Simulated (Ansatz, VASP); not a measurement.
**SnO2: VASP beside Ansatz**

Contents of INCAR:

```
SYSTEM = SnO2
ALGO = Normal ; EDIFF = 1E-6
ENCUT = 520 ; ISIF = 2
ISMEAR = 0 ; LASPH = .True.
LCHARG = .True. ; LELF = .True.
LREAL = .False. ; LVHAR = .True.
LWAVE = .False. ; NBANDS = 35
NELM = 80 ; PREC = Accurate
SIGMA = 0.05
```

Contents of KPOINTS:

```
k-points
0
Gamma
  6 6 8
  0 0 0
```

The input POSCAR:

```
SnO2
1.0
    4.7207174017      0.0000000000      0.0000000000
    0.0000000000      4.7207174017      0.0000000000
    0.0000000000      0.0000000000      3.1887553105
Sn O
2 4
Direct
    0.0000000000      0.0000000000     -0.0658564172
    0.5000000000      0.5000000000      0.5658564172
    0.2881919057      0.3240211935      0.0383163468
    0.2118080943      0.8240211935      0.4616836532
    0.7118080943      0.6759788065      0.0383163468
    0.7881919057      0.1759788065      0.4616836532
```

Input for Ansatz:

```yaml
crystal:
  lattice:
    - [4.7207174017, 0.0, 0.0]
    - [0.0, 4.7207174017, 0.0]
    - [0.0, 0.0, 3.1887553105]
  atoms:
    - { symbol: Sn, position: [0.0, 0.0, -0.0658564172] }
    - { symbol: Sn, position: [0.5, 0.5, 0.5658564172] }
    - { symbol: O, position: [0.2881919057, 0.3240211935, 0.0383163468] }
    - { symbol: O, position: [0.2118080943, 0.8240211935, 0.4616836532] }
    - { symbol: O, position: [0.7118080943, 0.6759788065, 0.0383163468] }
    - { symbol: O, position: [0.7881919057, 0.1759788065, 0.4616836532] }
basis:
  ecutwfc: 520.0
kpoints:
  mp_grid: { grid: [6, 6, 8] }
hamiltonian:
  xc: lda
  pseudopotentials: { kind: paw, azcp: { folder: soft_1 } }
scf:
  occupations: { method: gaussian, width: 0.05 }
output:
  forces: true
  stress: true
  eigenvalues: true
```

Change from the starting cell: mode 4 frozen in at -0.120 Å and mode 5 at -0.210 Å (largest displacements).

Alike in both runs: task single point; functional LDA; k mesh 6 × 6 × 8; occupations gaussian, width 0.05 eV; no spin polarisation.

```csv
,VASP,Ansatz
version,VASP 6.6.1,Ansatz 0.2.0
potentials or method,"VASP PAW LDA potentials, release 64 (Sn_d, O)","scalar-relativistic, plane waves, PAW"
plane-wave cutoff (eV),520,520
valence electrons in the cell,52,52
```

|  | VASP | Ansatz | Ansatz less VASP |
| --- | --- | --- | --- |
| gap on the k mesh at the Fermi level (eV) | 1.07 | 1.05 | -0.018 |
| least direct gap on the mesh (eV) | 1.07 | 1.05 | -0.018 |
| pressure (GPa) | 1.1 | -0.2 | -1.35 |
| largest component of the traceless stress (GPa) | 0.78 | 1.20 | +0.421 |
| rms of the force components (eV/Å) | 0.724 | 0.694 | -0.0299 |

Atom by atom the forces differ by 0.042 eV/Å (rms over components). Ansatz warned: «pseudo_functional_mismatch».

Caveats: spin-orbit coupling is left out, which moves the levels of the heavy elements; forces of over 1 eV/Å show positions far from the minimum, so gaps and moduli don't describe the material at rest.
